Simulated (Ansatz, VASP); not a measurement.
**One calculation of Be, two programs**

```
Be
1.0
    -1.26003    1.26003    1.26003
     1.26003   -1.26003    1.26003
     1.26003    1.26003   -1.26003
Be
1
Cartesian
  0.0000 0.0000 0.0000
```

Alike in both runs: task single point; functional revPBE; k mesh 20 × 20 × 20; occupations fermi-dirac, width 0.1 eV; no spin polarisation.

```csv
,VASP,Ansatz
version,VASP 6.6.1,Ansatz 0.2.0
potentials or method,"VASP PAW PBE potentials, release 64 (Be)","plane waves (420 eV) with PAW, scalar-relativistic"
plane-wave cutoff (eV),520,420
valence electrons in the cell,2,2
```

|  | VASP | Ansatz | Ansatz less VASP |
| --- | --- | --- | --- |
| pressure (GPa) | -0.1 | -0.1 | -0.04 |

Caveats: the PAW data sets were made with another functional, which shifts forces and pressure a little (VASP).
